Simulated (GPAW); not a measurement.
# GaSb (F-43m) in GPAW: notebook

Aim: see how the results for GaSb move with the level of theory and the settings. Levels: WC, PBE. Tasks: elastic constants, band structure.

All numbers are computed with GPAW 26.7.0; they aren't measurements. Logs are shortened: lines on timing, memory, paths and dates and some standing lists are left out, and cuts for length are marked. The log counts tension as positive stress, the text compression.

**Measured values to compare with.**

From a printed reference work, data compilation, for a bulk crystal of GaSb at 4.2 K: band gap 0.811 eV (direct).

The runs below are set against these values where they give the same quantity.

### Step 1. The structure

It takes space group F-43m (No. 216, cubic). The conventional cell has a = 6.118 Å, b = 6.118 Å, c = 6.118 Å, α = 90.00°, β = 90.00°, γ = 90.00°. Sb (site symmetry -43m) is surrounded by 4 Ga at 2.65 Å. Around Ga (site symmetry -43m) lie 4 Sb at 2.65 Å.

### Step 2. Elastic constants, WC, 28.62 Å³/atom

run.py reads:

```python
import json
import numpy as np
import spglib
from ase import Atoms
from ase.constraints import FixSymmetry
from ase.filters import FrechetCellFilter
from ase.io import read, write
from ase.optimize import BFGS
from ase.stress import full_3x3_to_voigt_6_stress, voigt_6_to_full_3x3_strain, voigt_6_to_full_3x3_stress
from ase.units import GPa
from gpaw import GPAW, PW, setup_paths

setup_paths.insert(0, '.')

atoms = read('GaSb.cif')
cell, positions, numbers = spglib.find_primitive(
    (atoms.cell[:], atoms.get_scaled_positions(), atoms.numbers), symprec=1e-4)
atoms = Atoms(numbers, cell=cell, scaled_positions=positions, pbc=True)

calc = GPAW(mode=PW(600),
            xc='WC',
            kpts={'size': (8, 8, 8), 'gamma': True},
            occupations={'name': 'fermi-dirac', 'width': 0.05},
            nbands=18,
            convergence={'density': 1e-06, 'eigenstates': 1e-09},
            maxiter=150,
            txt='gpaw.txt')
atoms.calc = calc
atoms.set_constraint(FixSymmetry(atoms))
BFGS(FrechetCellFilter(atoms), trajectory='relax.traj', logfile='-').run(fmax=0.005, steps=40)
atoms.set_constraint()
energy = atoms.get_potential_energy()
forces = atoms.get_forces()
stress = atoms.get_stress()
calc.write('gs.gpw')
write('result.traj', atoms)
print('Cell:', atoms.cell.cellpar().round(4))
print(atoms.get_scaled_positions().round(5))

gpts = tuple(int(n) for n in calc.get_number_of_grid_points())
cell = atoms.cell[:].T
dataset = spglib.get_symmetry((atoms.cell[:], atoms.get_scaled_positions(), atoms.numbers), symprec=1e-4)
rotations = [cell @ w @ np.linalg.inv(cell) for w in dataset['rotations']]
strains, clamped, relaxed = [], [], []
for v in [0, 3]:
    for e in (-0.005, 0.005):
        voigt = np.zeros(6)
        voigt[v] = e
        F = voigt_6_to_full_3x3_strain(voigt)
        a = atoms.copy()
        a.set_cell(atoms.cell[:] @ F, scale_atoms=True)
        c = GPAW(mode=PW(600),
                 xc='WC',
                 kpts={'size': (8, 8, 8), 'gamma': True},
                 occupations={'name': 'fermi-dirac', 'width': 0.05},
                 nbands=18,
                 convergence={'density': 1e-06, 'eigenstates': 1e-09},
                 maxiter=150,
                 gpts=gpts,
                 txt=f'strain-{v}{e:+.3f}.txt')
        a.calc = c
        s0 = s1 = a.get_stress() - stress
        BFGS(a, logfile=None).run(fmax=0.003, steps=25)
        s1 = a.get_stress() - stress
        print(v, e, 'clamped', (s0 / GPa).round(3), 'relaxed', (s1 / GPa).round(3), flush=True)
        for R in rotations:  # images under the point group
            eps = R @ (F - np.eye(3)) @ R.T
            strains.append(full_3x3_to_voigt_6_stress(eps) * [1, 1, 1, 2, 2, 2])
            for s, rows in ((s0, clamped), (s1, relaxed)):
                rows.append(full_3x3_to_voigt_6_stress(R @ voigt_6_to_full_3x3_stress(s) @ R.T))

C0, C = (np.linalg.lstsq(np.array(strains), np.array(s), rcond=None)[0].T / GPa for s in (clamped, relaxed))
print('Clamped-ion Cij (GPa):')
print(C0.round(1))
print('Relaxed-ion Cij (GPa):')
print(C.round(1))
json.dump({'clamped': C0.tolist(), 'relaxed': C.tolist()}, open('elastic.json', 'w'))
```

GaSb.cif reads:

```cif
data_GaSb
_cell_length_a 6.11800000
_cell_length_b 6.11800000
_cell_length_c 6.11800000
_cell_angle_alpha 90.00000000
_cell_angle_beta 90.00000000
_cell_angle_gamma 90.00000000
_space_group_name_H-M_alt 'F-43m'
_space_group_name_Hall 'F -4 2 3'
_space_group_IT_number 216
loop_
_space_group_symop_operation_xyz
'x,y,z'
'y,-x,-z'
'-x,-y,z'
'-y,x,-z'
'x,-y,-z'
'y,x,z'
'-x,y,-z'
'-y,-x,z'
'z,x,y'
'-z,y,-x'
'z,-x,-y'
'-z,-y,x'
'-z,x,-y'
'z,y,x'
'-z,-x,y'
'z,-y,-x'
'y,z,x'
'-x,-z,y'
'-y,z,-x'
'x,-z,-y'
'-y,-z,x'
'x,z,y'
'y,-z,-x'
'-x,z,-y'
'x,y+1/2,z+1/2'
'y,-x+1/2,-z+1/2'
'-x,-y+1/2,z+1/2'
'-y,x+1/2,-z+1/2'
'x,-y+1/2,-z+1/2'
'y,x+1/2,z+1/2'
'-x,y+1/2,-z+1/2'
'-y,-x+1/2,z+1/2'
'z,x+1/2,y+1/2'
'-z,y+1/2,-x+1/2'
'z,-x+1/2,-y+1/2'
'-z,-y+1/2,x+1/2'
'-z,x+1/2,-y+1/2'
'z,y+1/2,x+1/2'
'-z,-x+1/2,y+1/2'
'z,-y+1/2,-x+1/2'
'y,z+1/2,x+1/2'
'-x,-z+1/2,y+1/2'
'-y,z+1/2,-x+1/2'
'x,-z+1/2,-y+1/2'
'-y,-z+1/2,x+1/2'
'x,z+1/2,y+1/2'
'y,-z+1/2,-x+1/2'
'-x,z+1/2,-y+1/2'
'x+1/2,y,z+1/2'
'y+1/2,-x,-z+1/2'
'-x+1/2,-y,z+1/2'
'-y+1/2,x,-z+1/2'
'x+1/2,-y,-z+1/2'
'y+1/2,x,z+1/2'
'-x+1/2,y,-z+1/2'
'-y+1/2,-x,z+1/2'
'z+1/2,x,y+1/2'
'-z+1/2,y,-x+1/2'
'z+1/2,-x,-y+1/2'
'-z+1/2,-y,x+1/2'
'-z+1/2,x,-y+1/2'
'z+1/2,y,x+1/2'
'-z+1/2,-x,y+1/2'
'z+1/2,-y,-x+1/2'
'y+1/2,z,x+1/2'
'-x+1/2,-z,y+1/2'
'-y+1/2,z,-x+1/2'
'x+1/2,-z,-y+1/2'
'-y+1/2,-z,x+1/2'
'x+1/2,z,y+1/2'
'y+1/2,-z,-x+1/2'
'-x+1/2,z,-y+1/2'
'x+1/2,y+1/2,z'
'y+1/2,-x+1/2,-z'
'-x+1/2,-y+1/2,z'
'-y+1/2,x+1/2,-z'
'x+1/2,-y+1/2,-z'
'y+1/2,x+1/2,z'
'-x+1/2,y+1/2,-z'
'-y+1/2,-x+1/2,z'
'z+1/2,x+1/2,y'
'-z+1/2,y+1/2,-x'
'z+1/2,-x+1/2,-y'
'-z+1/2,-y+1/2,x'
'-z+1/2,x+1/2,-y'
'z+1/2,y+1/2,x'
'-z+1/2,-x+1/2,y'
'z+1/2,-y+1/2,-x'
'y+1/2,z+1/2,x'
'-x+1/2,-z+1/2,y'
'-y+1/2,z+1/2,-x'
'x+1/2,-z+1/2,-y'
'-y+1/2,-z+1/2,x'
'x+1/2,z+1/2,y'
'y+1/2,-z+1/2,-x'
'-x+1/2,z+1/2,-y'
loop_
_atom_site_label
_atom_site_type_symbol
_atom_site_symmetry_multiplicity
_atom_site_Wyckoff_symbol
_atom_site_fract_x
_atom_site_fract_y
_atom_site_fract_z
_atom_site_occupancy
Sb1 Sb 4 c 0.2500000000 0.2500000000 0.2500000000 1
Ga1 Ga 4 a 0.0000000000 0.0000000000 0.0000000000 1
```

Potentials or basis: PAW data sets generated in the run's folder for this functional, pw.

Launch:

```console
> gpaw-setup -f WC Ga Sb
> OMP_NUM_THREADS=1 python run.py
```

gpaw.txt:

```text
__  _  _
 | _ |_)|_||  |
 |__||  | ||/\| - 26.7.0

Input parameters:
  mode=PW(ecut=600.0),
  convergence={'density': 1e-06, 'eigenstates': 1e-09},
  kpts=MonkhorstPack(size=(8, 8, 8), gamma=True),
  maxiter=150,
  nbands=18,
  occupations=Occupations(name='fermi-dirac', width=0.05),
  xc=XC(name='WC')

Diagonalizing LCAO Hamiltonian
Converting LCAO to pw mode

            Sb

       Ga

Atoms  # Å, Bohr magnetons
|   | symbol |        x |         y |        z |    initial magnetic moments |
|---|--------|----------|-----------|----------|-----------------------------|
| 0 |     Sb | 1.529500 |  1.529500 | 1.529500 | ( 0.0000,  0.0000,  0.0000) |
| 1 |     Ga | 0.000000 | -0.000000 | 0.000000 | ( 0.0000,  0.0000,  0.0000) |

Unit cell  # Å
| periodic |        x |        y |        z |  lengths |    angles |
|----------|----------|----------|----------|----------|-----------|
|      yes | 0.000000 | 3.059000 | 3.059000 | 4.326079 | 60.000000 |
|      yes | 3.059000 | 0.000000 | 3.059000 | 4.326079 | 60.000000 |
|      yes | 3.059000 | 3.059000 | 0.000000 | 4.326079 | 60.000000 |

Number of symmetries: 24
Symmetry operations  # r_c * U_cc + t_c -> r_c
|    | kind |            matrix            |
|----|------|------------------------------|
|  0 |  E   |  1, 0, 0,  0, 1, 0,  0, 0, 1 |
|  1 |  σ   |  1, 0, 0,  0, 0, 1,  0, 1, 0 |
|  2 |  σ   |  1, 0,-1,  0, 1,-1,  0, 0,-1 |
|  3 |  C3  |  1, 0,-1,  0, 0,-1,  0, 1,-1 |
|  4 |  C3  |  1,-1, 0,  0,-1, 1,  0,-1, 0 |
|  5 |  σ   |  1,-1, 0,  0,-1, 0,  0,-1, 1 |
|  6 |  σ   |  0, 1, 0,  1, 0, 0,  0, 0, 1 |
|  7 |  C3  |  0, 1, 0,  0, 0, 1,  1, 0, 0 |
|  8 |  C2  |  0, 1,-1,  1, 0,-1,  0, 0,-1 |
[... 147 lines left out ...]
SCF iterations
|iter     | |      energy | eigst |  dens |
|---------|-|-------------|-------|-------|
|iter:   1| |   -8.411284 | +0.21 |       |
|iter:   2| |   -8.412126 | -1.99 | -1.31 |
|iter:   3| |   -8.376374 | -2.57 | -1.33 |
|iter:   4| |   -8.375725 | -3.25 | -1.88 |
|iter:   5| |   -8.375975c| -4.36 | -2.65 |
|iter:   6| |   -8.376062c| -5.08 | -3.03 |
|iter:   7| |   -8.376063c| -6.85 | -4.21 |
|iter:   8| |   -8.376063c| -7.72 | -4.67 |
|iter:   9| |   -8.376063c| -9.13c| -5.38 |
|iter:  10| |   -8.376063c| -9.40c| -5.97 |
|iter:  11| |   -8.376063c|-10.04c| -6.76c|

Converged in 11 steps
Energy contributions relative to reference atoms: (reference = -229132.616743)

Energy contributions:
  Kinetic:          10.122444
  Coulomb:          -9.074822
  Zero:              0.193917
  External:          0.000000
  Xc:               -9.617346
  Entropy:          -0.000513
  Spinorbit:         0.000000
  ----------------------------
  Free energy:      -8.376319
  Extrapolated:     -8.376063
[... 26 lines left out ...]
No gap
No difference between direct/indirect transitions

Stress tensor  # eV/Ang^3
|         x |        y |         z |
|-----------|----------|-----------|
|  0.000907 | 0.000000 | -0.000000 |
|  0.000000 | 0.000907 |  0.000000 |
| -0.000000 | 0.000000 |  0.000907 |

Forces  # eV/Ang
|        x |       y |        z |
|----------|---------|----------|
| -0.00000 | 0.00000 |  0.00000 |  # Sb   0
| -0.00000 | 0.00000 | -0.00000 |  # Ga   1

Interpolating wave functions to new cell

            Sb

       Ga

Atoms  # Å, Bohr magnetons
|   | symbol |         x |         y |        z |    initial magnetic moments |
|---|--------|-----------|-----------|----------|-----------------------------|
| 0 |     Sb |  1.529216 |  1.529216 | 1.529216 | ( 0.0000,  0.0000,  0.0000) |
| 1 |     Ga | -0.000000 | -0.000000 | 0.000000 | ( 0.0000,  0.0000,  0.0000) |

Unit cell  # Å
| periodic |        x |         y |         z |  lengths |    angles |
|----------|----------|-----------|-----------|----------|-----------|
|      yes | 0.000000 |  3.058433 |  3.058433 | 4.325277 | 60.000000 |
|      yes | 3.058433 | -0.000000 |  3.058433 | 4.325277 | 60.000000 |
|      yes | 3.058433 |  3.058433 | -0.000000 | 4.325277 | 60.000000 |

Number of symmetries: 24
Symmetry operations  # r_c * U_cc + t_c -> r_c
|    | kind |            matrix            |
|----|------|------------------------------|
|  0 |  E   |  1, 0, 0,  0, 1, 0,  0, 0, 1 |
|  1 |  σ   |  1, 0, 0,  0, 0, 1,  0, 1, 0 |
|  2 |  σ   |  1, 0,-1,  0, 1,-1,  0, 0,-1 |
|  3 |  C3  |  1, 0,-1,  0, 0,-1,  0, 1,-1 |
|  4 |  C3  |  1,-1, 0,  0,-1, 1,  0,-1, 0 |
|  5 |  σ   |  1,-1, 0,  0,-1, 0,  0,-1, 1 |
|  6 |  σ   |  0, 1, 0,  1, 0, 0,  0, 0, 1 |
|  7 |  C3  |  0, 1, 0,  0, 0, 1,  1, 0, 0 |
|  8 |  C2  |  0, 1,-1,  1, 0,-1,  0, 0,-1 |
[... 147 lines left out ...]
SCF iterations
|iter     | |      energy | eigst |  dens |
|---------|-|-------------|-------|-------|
|iter:   1| |   -8.376094 | -4.23 |       |
|iter:   2| |   -8.376093 | -6.28 | -3.59 |
|iter:   3| |   -8.376085c| -6.25 | -3.62 |
|iter:   4| |   -8.376085c| -7.30 | -4.29 |
|iter:   5| |   -8.376085c| -8.30 | -4.73 |
|iter:   6| |   -8.376085c| -9.32c| -5.29 |
|iter:   7| |   -8.376085c| -9.45c| -6.04c|

Converged in 7 steps
Energy contributions relative to reference atoms: (reference = -229132.616743)

Energy contributions:
  Kinetic:          10.178645
  Coulomb:          -9.120872
  Zero:              0.193867
  External:          0.000000
  Xc:               -9.627470
  Entropy:          -0.000512
  Spinorbit:         0.000000
  ----------------------------
  Free energy:      -8.376341
  Extrapolated:     -8.376085
[... 26 lines left out ...]
No gap
No difference between direct/indirect transitions

Stress tensor  # eV/Ang^3
|        x |        y |        z |
|----------|----------|----------|
| 0.000731 | 0.000000 | 0.000000 |
| 0.000000 | 0.000731 | 0.000000 |
| 0.000000 | 0.000000 | 0.000731 |

Forces  # eV/Ang
|       x |        y |       z |
|---------|----------|---------|
| 0.00000 | -0.00000 | 0.00000 |  # Sb   0
| 0.00000 |  0.00000 | 0.00000 |  # Ga   1

Interpolating wave functions to new cell

            Sb

       Ga

Atoms  # Å, Bohr magnetons
|   | symbol |         x |         y |         z |    initial magnetic moments |
|---|--------|-----------|-----------|-----------|-----------------------------|
| 0 |     Sb |  1.528047 |  1.528047 |  1.528047 | ( 0.0000,  0.0000,  0.0000) |
| 1 |     Ga | -0.000000 | -0.000000 | -0.000000 | ( 0.0000,  0.0000,  0.0000) |

Unit cell  # Å
| periodic |        x |        y |         z |  lengths |    angles |
|----------|----------|----------|-----------|----------|-----------|
|      yes | 0.000000 | 3.056095 |  3.056095 | 4.321971 | 60.000000 |
|      yes | 3.056095 | 0.000000 |  3.056095 | 4.321971 | 60.000000 |
|      yes | 3.056095 | 3.056095 | -0.000000 | 4.321971 | 60.000000 |

Number of symmetries: 24
Symmetry operations  # r_c * U_cc + t_c -> r_c
|    | kind |            matrix            |
|----|------|------------------------------|
|  0 |  E   |  1, 0, 0,  0, 1, 0,  0, 0, 1 |
|  1 |  σ   |  1, 0, 0,  0, 0, 1,  0, 1, 0 |
|  2 |  σ   |  1, 0,-1,  0, 1,-1,  0, 0,-1 |
|  3 |  C3  |  1, 0,-1,  0, 0,-1,  0, 1,-1 |
|  4 |  C3  |  1,-1, 0,  0,-1, 1,  0,-1, 0 |
|  5 |  σ   |  1,-1, 0,  0,-1, 0,  0,-1, 1 |
|  6 |  σ   |  0, 1, 0,  1, 0, 0,  0, 0, 1 |
|  7 |  C3  |  0, 1, 0,  0, 0, 1,  1, 0, 0 |
|  8 |  C2  |  0, 1,-1,  1, 0,-1,  0, 0,-1 |
[... 147 lines left out ...]
SCF iterations
|iter     | |      energy | eigst |  dens |
|---------|-|-------------|-------|-------|
|iter:   1| |   -8.376282 | -3.00 |       |
|iter:   2| |   -8.376259 | -5.05 | -2.98 |
|iter:   3| |   -8.376120c| -5.01 | -3.01 |
|iter:   4| |   -8.376116c| -6.06 | -3.68 |
|iter:   5| |   -8.376116c| -7.06 | -4.11 |
|iter:   6| |   -8.376116c| -8.06 | -4.66 |
|iter:   7| |   -8.376116c| -9.28c| -5.42 |
|iter:   8| |   -8.376116c|-10.01c| -6.05c|

Converged in 8 steps
Energy contributions relative to reference atoms: (reference = -229132.616743)

Energy contributions:
  Kinetic:          10.408794
  Coulomb:          -9.309300
  Zero:              0.193829
  External:          0.000000
  Xc:               -9.669186
  Entropy:          -0.000506
  Spinorbit:         0.000000
  ----------------------------
  Free energy:      -8.376369
  Extrapolated:     -8.376116
[... 26 lines left out ...]
No gap
No difference between direct/indirect transitions

Stress tensor  # eV/Ang^3
|         x |         y |         z |
|-----------|-----------|-----------|
| -0.000002 |  0.000000 | -0.000000 |
|  0.000000 | -0.000002 |  0.000000 |
| -0.000000 |  0.000000 | -0.000002 |

Forces  # eV/Ang
|        x |        y |       z |
|----------|----------|---------|
| -0.00000 | -0.00000 | 0.00000 |  # Sb   0
|  0.00000 |  0.00000 | 0.00000 |  # Ga   1

# Writing to gs.gpw (mode='')
```

Wall time 6.4 min (1 thread of Arm Neoverse V1, shared host); peak memory 0.43 GiB.

What came out:

* Free energy: -8.3764 eV
* Relaxed volume: 28.54 Å³/atom
* Relaxed cell: a = 4.322 Å, b = 4.322 Å, c = 4.322 Å, α = 60.00°, β = 60.00°, γ = 60.00°
* Space group after relaxing (to 0.05 Å): F-43m (No. 216)
* Pressure after relaxing: 0.0 GPa
* Band gap on the k mesh: none (metal or under the smearing width)
* Elastic constants C11, C12, C44: 80, 37, 38 GPa
* Voigt bulk modulus: 52 GPa
* Bulk modulus (Hill): 52 GPa
* Shear modulus (Hill): 30 GPa
* Young's modulus: 76 GPa
* Poisson's ratio (from the elastic constants): 0.26

Caveat: the density grid can change from cell to cell, which puts small steps into energies and stress; elastic constants of metals need much finer meshes, so these are rough; this crystal is a semiconductor, whose small gap the functional closes, so the metal is an error of the method.

(Part 1 of 2 ends here.)
